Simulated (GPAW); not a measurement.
A run of GPAW 26.7.0:

run.py

```python
from ase.dft.bandgap import bandgap
from ase.io import read, write
from gpaw import GPAW, PW
from gpaw.response.df import DielectricFunction

atoms = read('POSCAR')

calc = GPAW(mode=PW(500),
            xc='PBE',
            kpts={'size': (7, 7, 7), 'gamma': True},
            occupations={'name': 'fermi-dirac', 'width': 0.05},
            nbands=12,
            convergence={'density': 1e-06},
            maxiter=150,
            txt='gpaw.txt')
atoms.calc = calc
energy = atoms.get_potential_energy()
calc.write('gs.gpw')
write('result.traj', atoms)
print(f'Energy: {energy:.6f} eV')
print('Fermi level:', round(calc.get_fermi_level(), 4), 'eV')
print(f'Gap: {bandgap(calc)[0]:.4f} eV, direct: {bandgap(calc, direct=True)[0]:.4f} eV')

dense = calc.fixed_density(kpts={'size': (21, 21, 21), 'gamma': True},
                           nbands=21, convergence={'bands': 15, 'eigenstates': 1e-7},
                           update_fermi_level=True, txt='dense.txt')
dense.write('dense.gpw', mode='all')

df = DielectricFunction('dense.gpw', frequencies={'type': 'nonlinear', 'domega0': 0.05, 'omega2': 10},
                        eta=0.1, ecut=50, nbands=15, rate='eta', txt='df.txt')
for direction in ['x']:
    df.get_dielectric_function(xc='RPA', direction=direction, filename=f'df_{direction}.csv')
```

File POSCAR:

```
Ca
1.0
    0.0000000000      2.8127051751      2.8127051751
    2.8127051751      0.0000000000      2.8127051751
    2.8127051751      2.8127051751      0.0000000000
Ca
1
Direct
    0.0000000000      0.0000000000      0.0000000000
```

Potentials or basis: GPAW PAW data sets (gpaw-data 1.2.1), pw.

Run with:

```bash
$ OMP_NUM_THREADS=1 python run.py
```

Hardware: 1 thread of Arm Neoverse V1 (shared host).

Question: Estimate the wall time of this run.

Answer: Run time: 120 s on 1 thread of Arm Neoverse V1 (shared host), peak memory 0.39 GiB. Counts: scf iterations 18, plane waves 1143, bands 12, k points 20.
